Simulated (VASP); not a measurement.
# LiCl (P1) in VASP: single point with LDA

Aim: the single point of LiCl with LDA.

Everything below comes from runs of VASP 6.6.1. Logs are shortened: lines on timing, memory, paths and dates and some standing lists are left out, and cuts for length are marked.

### Step 1. Starting point

The typed cell holds 2 atoms: a = 3.882 Å, b = 3.783 Å, c = 3.837 Å, α = 59.36°, β = 60.47°, γ = 59.76°.

The cell was built by a generator and needn't be a form met in nature.

### Step 2. Single point, LDA

Contents of INCAR:

```
PREC = Accurate
ENCUT = 520
EDIFF = 1E-7
ISMEAR = -1
SIGMA = 0.1
LREAL = False
LASPH = True
NELM = 100
ALGO = Fast
ISIF = 2
LWAVE = False
LCHARG = False
NBANDS = 12
```

Contents of KPOINTS:

```
regular mesh
0
Gamma
  6 6 6
```

Contents of POSCAR:

```
LiCl
1.0
   -0.0303159000      2.7400205600      2.7500152600
    2.6750328400      0.0449025100      2.6747968400
    2.7181754400      2.7079447400      0.0017599100
Li Cl
1 1
Direct
    0.9617030000      0.0148030000      0.9928190000
    0.4902750000      0.4634250000      0.5535850000
```

Potentials or basis: VASP PAW LDA potentials, release 64 (Li_sv, Cl).

Command:

```console
$ cat potpaw_LDA.64/Li_sv/POTCAR potpaw_LDA.64/Cl/POTCAR > POTCAR
$ mpirun -np 1 vasp_std > vasp.out
```

OUTCAR:

```text
PREC = Accurate
   ENCUT = 520
   EDIFF = 1E-7
   ISMEAR = -1
   LREAL = False
   LASPH = True
   NELM = 100
   ISIF = 2

 ion  position               nearest neighbor table
   1  0.962  0.015  0.993-   2 2.46
   2  0.490  0.463  0.554-   1 2.46

  LATTYP: Found a triclinic cell.
 ALAT       =     6.5100559030
 B/A-ratio  =     0.5811267044
 C/A-ratio  =     0.5970638765
 COS(alpha) =     0.0000109090
 COS(beta)  =     0.2916332738
 COS(gamma) =     0.8618912191

  Lattice vectors:

 A1 = (   2.6318902400,  -2.6181397200,   5.3478337700)
 A2 = (   2.6750328400,   0.0449025100,   2.6747968400)
 A3 = (  -2.7484913400,   0.0320758200,   2.7482553500)

Analysis of symmetry for initial positions (statically):
=====================================================================
 Subroutine PRICEL returns:
 Original cell was already a primitive cell.

 Routine SETGRP: Setting up the symmetry group for a
 triclinic supercell.

 Subroutine GETGRP returns: Found  1 space group operations
 (whereof  1 operations were pure point group operations)
 out of a pool of  2 trial point group operations.

The static configuration has the point symmetry C_1 .

Analysis of symmetry for dynamics (positions and initial velocities):
=====================================================================
 Subroutine PRICEL returns:
 Original cell was already a primitive cell.

 Routine SETGRP: Setting up the symmetry group for a
 triclinic supercell.

 Subroutine GETGRP returns: Found  1 space group operations
 (whereof  1 operations were pure point group operations)
 out of a pool of  2 trial point group operations.

The dynamic configuration has the point symmetry C_1 .

 Subroutine INISYM returns: Found  1 space group operations
 (whereof  1 operations are pure point group operations),
 and found     1 'primitive' translations

----------------------------------------------------------------------------------------

                                     Primitive cell

  volume of cell :      39.7132

  direct lattice vectors                    reciprocal lattice vectors
    -0.030315900  2.740020560  2.750015260    -0.182385727  0.182958238  0.179330452
     2.675032840  0.044902510  2.674796840     0.187395248 -0.188226460  0.189608194
     2.718175440  2.707944740  0.001759910     0.181438756  0.187279489 -0.184598674

  length of vectors
     3.882166361  3.783167333  3.836853598     0.314480017  0.326339465  0.319484428

  position of ions in fractional coordinates (direct lattice)
     0.961703000  0.014803000  0.992819000
     0.490275000  0.463425000  0.553585000

  ion indices of the primitive-cell ions
   primitive index   ion index
                 1           1
                 2           2

----------------------------------------------------------------------------------------

 KPOINTS: regular mesh

Automatic generation of k-mesh.
 Grid dimensions read from file:
 generate k-points for:    6    6    6

 Generating k-lattice:

  Cartesian coordinates                     Fractional coordinates (reciprocal lattice)
    -0.030397621  0.030493040  0.029888409     0.166666667  0.000000000  0.000000000
     0.031232541 -0.031371077  0.031601366    -0.000000000  0.166666667 -0.000000000
     0.030239793  0.031213248 -0.030766446     0.000000000 -0.000000000  0.166666667

  Length of vectors
     0.052413336  0.054389911  0.053247405

  Shift w.r.t. Gamma in fractional coordinates (k-lattice)
     0.000000000  0.000000000  0.000000000

 Subroutine IBZKPT returns following result:
 ===========================================

 Found    112 irreducible k-points:

 Following reciprocal coordinates:
            Coordinates               Weight
  0.000000  0.000000  0.000000      1.000000
  0.166667  0.000000 -0.000000      2.000000
  0.333333  0.000000  0.000000      2.000000
  0.500000  0.000000  0.000000      1.000000
 -0.000000  0.166667 -0.000000      2.000000
  0.166667  0.166667 -0.000000      2.000000
[... 16 lines left out ...]
  0.333333 -0.000000  0.166667      2.000000
  0.500000  0.000000  0.166667      2.000000
 [... further k-points ...]
   k-points           NKPTS =    112   k-points in BZ     NKDIM =    112   number of bands    NBANDS=     12
   number of dos      NEDOS =    301   number of ions     NIONS =      2
   total plane-waves  NPLWV =  25200
   dimension x,y,z NGX =    30 NGY =   28 NGZ =   30
   dimension x,y,z NGXF=    60 NGYF=   56 NGZF=   60
   ions per type =               1   1
   NGX,Y,Z   is equivalent  to a cutoff of  12.85, 12.30, 13.00 a.u.
   NGXF,Y,Z  is equivalent  to a cutoff of  25.69, 24.61, 26.00 a.u.
 SYSTEM =  unknown system
   PREC   = accura    normal or accurate (medium, high low for compatibility)
   ISTART =      0    job   : 0-new  1-cont  2-samecut
   ICHARG =      2    charge: 1-file 2-atom 10-const
   ISPIN  =      1    spin polarized calculation?
   LNONCOLLINEAR =      F non collinear calculations
   LSORBIT =      F    spin-orbit coupling
   LASPH  =      T    aspherical Exc in radial PAW
   ENCUT  =  520.0 eV  38.22 Ry    6.18 a.u.   7.22  7.03  7.13*2*pi/ulx,y,z
   NELM   =    100;   NELMIN=  2; NELMDL= -5     # of ELM steps
   EDIFF  = 0.1E-06   stopping-criterion for ELM
   LREAL  =      F    real-space projection
   EDIFFG = 0.1E-05   stopping-criterion for IOM
   NSW    =      0    number of steps for IOM
   IBRION =     -1    ionic relax: 0-MD 1-quasi-New 2-CG
   NFREE  =      0    steps in history (QN), initial steepest desc. (CG)
   ISIF   =      2    stress and relaxation
   ISYM   =      2    0-nonsym 1-usesym 2-fastsym
   POTIM  = 0.5000    time-step for ionic-motion
   TEBEG  =    0.0;   TEEND  =   0.0 temperature during run
   PSTRESS=    0.0 pullay stress
   NELECT =      10.0000    total number of electrons
   NUPDOWN=      -1.0000    fix difference up-down
   EMIN   =  10.00;   EMAX   =-10.00  energy-range for DOS
   EFERMI =   0.00;   METHOD = LEGACY
   ISMEAR =    -1;   SIGMA  =   0.10  broadening in eV -4-tet -1-fermi 0-gaus
   EFERMI_NEDOS =   21; number of points for ismear=-14 and -15
   IALGO  =     68    algorithm
   IMIX   =      4    mixing-type and parameters
     AMIX     =   0.40;   BMIX     =  1.00
     AMIX_MAG =   1.60;   BMIX_MAG =  1.00
  volume/ion in A,a.u.               =      19.86       134.00
  Fermi-wavevector in a.u.,A,eV,Ry     =   1.033784  1.953569 14.540675  1.068709
  Thomas-Fermi vector in A             =   2.168048
   LORBIT       =      0    0 simple, 1 ext, 2 COOP (PROOUT), +10 PAW based schemes
   GGA     = CA    functional components
   LHFCALC =     F    Hartree Fock is set to
   AEXX    =    0.0000 exact exchange contribution
   IVDW    =     0    specifies the selected vdW correction
   LEPSILON=     F    determine dielectric tensor
   LRPA    =     F    only Hartree local field effects (RPA)
 non-spin polarized calculation
 RMM-DIIS sequential band-by-band and
  energy-cutoff  :      520.00
  volume of cell :       39.71
 maximum number of plane-waves:      1086
 NGX is ok and might be reduce to    30
   NGX = 15   NGY = 15   NGZ = 15

 number of electron      10.0000000 magnetization

 number of electron       9.9999999 magnetization

 Free energy of the ion-electron system (eV)
  ---------------------------------------------------
  ext. energy  EPLUGINS =         0.00000000
  ---------------------------------------------------
  free energy    TOTEN  =        -7.87589146 eV

  energy without entropy =       -7.87589146  energy(sigma->0) =       -7.87589146

 E-fermi :   1.5396     XC(G=0):  -8.4795

 val. band max:       -0.5712653325   @ k =   0.0000   0.0000   0.0000
 cond. band min:       4.4983654077   @ k =   0.0000   0.0000   0.0000
 fundamental gap:      5.0696307402
 Fermi energy:         1.5395863306

 k-point     1 :       0.0000    0.0000    0.0000
  band No.  band energies     occupation
      1     -43.4199      2.00000
      2     -13.5042      2.00000
      3      -0.7929      2.00000
      4      -0.6845      2.00000
      5      -0.5713      2.00000
      6       4.4984      0.00000
      7      10.3626      0.00000
      8      10.6600      0.00000
      9      10.9936      0.00000
     10      12.2661      0.00000
     11      12.8489      0.00000
     12      12.8845      0.00000

 k-point     2 :       0.1667    0.0000   -0.0000
  band No.  band energies     occupation
      1     -43.4196      2.00000
      2     -13.4187      2.00000
      3      -1.4698      2.00000
      4      -0.7404      2.00000
      5      -0.6302      2.00000
      6       5.1921      0.00000
      7       9.4360      0.00000
      8      10.2544      0.00000
      9      10.4843      0.00000
     10      11.8513      0.00000
     11      12.1723      0.00000
     12      13.2130      0.00000

 k-point     3 :       0.3333    0.0000    0.0000
  band No.  band energies     occupation
      1     -43.4190      2.00000
      2     -13.2374      2.00000
      3      -2.5407      2.00000
      4      -0.8271      2.00000
      5      -0.7372      2.00000
      6       5.7428      0.00000
      7       9.0085      0.00000
      8       9.1599      0.00000
      9       9.6675      0.00000
     10      13.3057      0.00000
     11      13.7444      0.00000
     12      14.1795      0.00000

 k-point     4 :       0.5000    0.0000    0.0000
  band No.  band energies     occupation
      1     -43.4187      2.00000
      2     -13.1409      2.00000
      3      -2.9971      2.00000
      4      -0.8676      2.00000
      5      -0.7876      2.00000
      6       5.6762      0.00000
      7       8.5717      0.00000
      8       8.7342      0.00000
      9      10.3411      0.00000
     10      14.5036      0.00000
     11      15.5097      0.00000
     12      15.7575      0.00000

 k-point     5 :      -0.0000    0.1667   -0.0000
  band No.  band energies     occupation
      1     -43.4196      2.00000
      2     -13.4037      2.00000
      3      -1.3230      2.00000
      4      -0.8361      2.00000
      5      -0.7525      2.00000
      6       5.1987      0.00000
      7       9.7026      0.00000
      8       9.9704      0.00000
      9      10.2996      0.00000
     10      11.7371      0.00000
     11      11.9474      0.00000
     12      13.1704      0.00000
[... 228 lines left out ...]
      1     -43.4196      2.00000
      2     -13.4119      2.00000
      3      -1.3879      2.00000
      4      -0.8366      2.00000
      5      -0.6491      2.00000
      6       5.2023      0.00000
      7       9.5135      0.00000
      8      10.1479      0.00000
      9      10.3128      0.00000
     10      11.7186      0.00000
     11      12.2334      0.00000
     12      13.2931      0.00000

 k-point    22 :       0.1667   -0.0000    0.1667
  band No.  band energies     occupation
      1     -43.4195      2.00000
      2     -13.3799      2.00000
      3      -1.3839      2.00000
      4      -0.9716      2.00000
      5      -0.8262      2.00000
      6       5.5302      0.00000
      7       9.4458      0.00000
      8       9.6563      0.00000
      9      10.4684      0.00000
     10      10.7114      0.00000
     11      13.7709      0.00000
     12      14.2859      0.00000

 k-point    23 :       0.3333   -0.0000    0.1667
  band No.  band energies     occupation
      1     -43.4189      2.00000
      2     -13.2250      2.00000
      3      -2.2502      2.00000
      4      -1.1172      2.00000
      5      -0.9803      2.00000
      6       6.4206      0.00000
      7       8.4902      0.00000
      8       9.0117      0.00000
      9      10.1854      0.00000
     10      11.5874      0.00000
     11      14.5794      0.00000
     12      15.3920      0.00000

 k-point    24 :       0.5000    0.0000    0.1667
  band No.  band energies     occupation
      1     -43.4185      2.00000
      2     -13.0956      2.00000
      3      -2.8264      2.00000
      4      -1.3686      2.00000
      5      -0.9791      2.00000
      6       6.5263      0.00000
      7       8.2801      0.00000
      8       9.3341      0.00000
      9       9.7767      0.00000
     10      13.1449      0.00000
     11      15.6590      0.00000
     12      16.1544      0.00000

 [... further k-points ...]

------------------------ aborting loop because EDIFF is reached ----------------------------------------

  FORCE on cell =-STRESS in cart. coord.  units (eV):
  Direction    XX          YY          ZZ          XY          YZ          ZX
  --------------------------------------------------------------------------------------
  -------------------------------------------------------------------------------------
  Total       -1.4972393     -1.2388874     -1.4820255     -0.0081138     -0.1373639      0.1185119
  in kB      -60.4041513    -49.9812853    -59.7903695     -0.3273412     -5.5417649      4.7812050
  external PRESSURE =     -56.7252687 kB  Pullay stress =       0.0000000 kB

 VOLUME and BASIS-vectors are now :
 -----------------------------------------------------------------------------
  energy-cutoff  :      520.00
  volume of cell :       39.71
      direct lattice vectors                 reciprocal lattice vectors
    -0.030315900  2.740020560  2.750015260    -0.182385727  0.182958238  0.179330452
     2.675032840  0.044902510  2.674796840     0.187395248 -0.188226460  0.189608194
     2.718175440  2.707944740  0.001759910     0.181438756  0.187279489 -0.184598674

 POSITION                                       TOTAL-FORCE (eV/Angst)
 -----------------------------------------------------------------------------------
      2.70910      5.32425      2.68604        -0.006728      0.034614      0.003060
      2.72956      2.86325      2.58881         0.006728     -0.034614     -0.003060
 -----------------------------------------------------------------------------------
    total drift:                               -0.000357      0.000277     -0.000052

  FREE ENERGIE OF THE ION-ELECTRON SYSTEM (eV)
  ---------------------------------------------------
  free  energy   TOTEN  =        -7.8758914582 eV

  energy  without entropy=       -7.8758914580  energy(sigma->0) =       -7.87589146
```

Wall time 36 s (1 thread of Intel Xeon 6975P-C (Granite Rapids), shared host); peak memory 0.16 GiB.

Results:

```
Free energy            : -7.8759 eV
Largest force          : 0.035 eV/Å
Band gap on the k mesh : 5.07 eV, direct
```

Forces on the atoms (eV/Å):
```
Li  -0.007  0.035  0.003
Cl   0.007 -0.035 -0.003
```

Levels at points of the mesh, in eV from the valence-band top:
```tsv
k point	band 3	band 4	band 5	band 6	band 7	band 8
(0.00, 0.00, 0.00)	-0.22	-0.11	0.00	5.07	10.93	11.23
(0.50, 0.00, 0.00)	-2.43	-0.30	-0.22	6.25	9.14	9.31
(0.00, 0.50, 0.00)	-2.37	-0.43	-0.37	6.06	8.78	8.95
(0.50, 0.50, 0.00)	-2.42	-1.01	-0.93	7.10	7.93	10.68
(0.00, 0.00, 0.50)	-2.40	-0.39	-0.25	6.17	8.95	9.15
(0.50, 0.00, 0.50)	-2.43	-1.07	-0.87	7.07	8.07	10.95
(0.00, 0.50, 0.50)	-2.42	-1.10	-0.84	7.10	7.93	10.68
(0.50, 0.50, 0.50)	-2.40	-0.35	-0.28	6.16	8.92	9.25
```

Caveat: the cutoff is under 1.25 times the usual one of these potentials, so pressure, stress and relaxed cells hold a basis-set (Pulay) error. LDA gaps usually lie below the measured ones, often by a third to a half.
